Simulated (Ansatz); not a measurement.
# Si62C: the cost of one run

Method: DFT PBEsol, plane waves, PAW, scalar-relativistic, collinear spin, in Ansatz 0.2.0.

### 1 Starting point

The cell holds 63 atoms (CSi62): a = 10.860 Å, b = 10.860 Å, c = 10.860 Å, α = 90.00°, β = 90.00°, γ = 90.00°.

The coordinates stand in the first input below.

### 2 End point A

input.yaml reads:

```yaml
crystal:
  lattice:
    - [10.86, 0.0, 0.0]
    - [0.0, 10.86, 0.0]
    - [0.0, 0.0, 10.86]
  atoms:
    - { symbol: Si, position: [0.4964071, -9.4e-05, 0.0005742] }
    - { symbol: Si, position: [0.6272057, 0.1237787, 0.1242626] }
    - { symbol: Si, position: [0.7522814, 0.2502369, -4.29e-05] }
    - { symbol: Si, position: [0.8758949, 0.3750965, 0.1310143] }
    - { symbol: Si, position: [0.7506022, 0.0032308, 0.2519008] }
    - { symbol: Si, position: [0.8760301, 0.1235561, 0.3752265] }
    - { symbol: C, position: [0.0018775, 0.0034582, -0.0019221], spin: 1.0 }
    - { symbol: Si, position: [0.1213438, 0.1242648, 0.1267412] }
    - { symbol: Si, position: [0.2494233, 0.2524958, 0.0026886] }
    - { symbol: Si, position: [0.3752496, 0.377838, 0.1247114] }
    - { symbol: Si, position: [0.5043321, 0.4985283, -0.0012578] }
    - { symbol: Si, position: [0.6289428, 0.6288419, 0.1282862] }
    - { symbol: Si, position: [0.7524246, 0.748752, -0.0019598] }
    - { symbol: Si, position: [0.874789, 0.8758883, 0.1222477] }
    - { symbol: Si, position: [0.2547776, 0.0024299, 0.2466436] }
    - { symbol: Si, position: [0.3686439, 0.1283393, 0.377579] }
    - { symbol: Si, position: [0.5026435, 0.2544057, 0.2474933] }
    - { symbol: Si, position: [0.6270903, 0.3705059, 0.3693407] }
    - { symbol: Si, position: [0.7473889, 0.5031421, 0.2507702] }
    - { symbol: Si, position: [0.8776962, 0.6278975, 0.3748588] }
    - { symbol: Si, position: [0.4983083, 0.0041196, 0.5026644] }
    - { symbol: Si, position: [0.6284134, 0.1226617, 0.6251218] }
    - { symbol: Si, position: [0.7492407, 0.2496659, 0.4989857] }
    - { symbol: Si, position: [0.872352, 0.373071, 0.6254456] }
    - { symbol: Si, position: [0.7510752, -0.0009931, 0.7508159] }
    - { symbol: Si, position: [0.8755552, 0.1281237, 0.8777738] }
    - { symbol: Si, position: [-0.0018584, 0.4964407, 0.0015859] }
    - { symbol: Si, position: [0.1265804, 0.6276272, 0.1256779] }
    - { symbol: Si, position: [0.2513446, 0.7506542, 0.0004018] }
    - { symbol: Si, position: [0.3764058, 0.8770705, 0.1260788] }
    - { symbol: Si, position: [-0.0001632, 0.2487072, 0.2515309] }
    - { symbol: Si, position: [0.1242103, 0.371333, 0.3729831] }
    - { symbol: Si, position: [0.2477735, 0.4992362, 0.2523795] }
    - { symbol: Si, position: [0.3769352, 0.6239838, 0.369577] }
    - { symbol: Si, position: [0.5020999, 0.7477981, 0.2500238] }
    - { symbol: Si, position: [0.6224511, 0.8717805, 0.3753645] }
    - { symbol: Si, position: [-0.0037957, 0.0005583, 0.4986808] }
    - { symbol: Si, position: [0.1208365, 0.1253921, 0.6230942] }
    - { symbol: Si, position: [0.2534218, 0.2462256, 0.5031118] }
    - { symbol: Si, position: [0.3798034, 0.377342, 0.6226557] }
    - { symbol: Si, position: [0.498883, 0.4985308, 0.4963679] }
    - { symbol: Si, position: [0.6246139, 0.6251493, 0.6232499] }
    - { symbol: Si, position: [0.7420634, 0.7559597, 0.4995171] }
    - { symbol: Si, position: [0.8743787, 0.8760664, 0.6273819] }
    - { symbol: Si, position: [0.2485099, 0.0011025, 0.7501222] }
    - { symbol: Si, position: [0.3738784, 0.1219033, 0.8769504] }
    - { symbol: Si, position: [0.5008423, 0.2493134, 0.7485515] }
    - { symbol: Si, position: [0.6238876, 0.373296, 0.8765875] }
    - { symbol: Si, position: [0.7478776, 0.5025353, 0.7511025] }
    - { symbol: Si, position: [0.8761978, 0.6226808, 0.8725092] }
    - { symbol: Si, position: [-0.0010702, 0.7484721, 0.2481702] }
    - { symbol: Si, position: [0.121124, 0.872918, 0.3688778] }
    - { symbol: Si, position: [-0.0014679, 0.4968916, 0.4990242] }
    - { symbol: Si, position: [0.1270657, 0.620878, 0.6195659] }
    - { symbol: Si, position: [0.2534259, 0.749522, 0.4993247] }
    - { symbol: Si, position: [0.3701933, 0.8759212, 0.6225355] }
    - { symbol: Si, position: [0.0002602, 0.2505196, 0.7462601] }
    - { symbol: Si, position: [0.1267688, 0.3714996, 0.8759912] }
    - { symbol: Si, position: [0.2485831, 0.5044123, 0.7485533] }
    - { symbol: Si, position: [0.3753429, 0.625712, 0.8758528] }
    - { symbol: Si, position: [0.4912372, 0.7522635, 0.7499282] }
    - { symbol: Si, position: [0.6221782, 0.8753455, 0.8751907] }
    - { symbol: Si, position: [0.0049773, 0.7531915, 0.749069] }
magnetization:
  spin_polarized: true
total_charge: -1
basis:
  ecutwfc: 420.0
kpoints:
  mp_grid: { grid: [1, 1, 1] }
hamiltonian:
  xc: pbesol
  pseudopotentials: { kind: paw, azcp: { folder: soft_1 } }
scf:
  occupations: { method: fermi_dirac, width: 0.05 }
  lower_state_search: "off"
relax:
  f_tol: 0.03
  max_steps: 60
  adjacent_minimum: "off"
```

Command:

```bash
> ansatz run input.yaml --threads 4 --pin off --max-ram 10240MiB --backend cpu --events-out ev --progress --plain --runs-dir out
```

Q: Estimate wall time and peak memory on 4 threads of Arm Neoverse V1, shared host.

About 3.5 min, with a peak of 1.6 GiB.
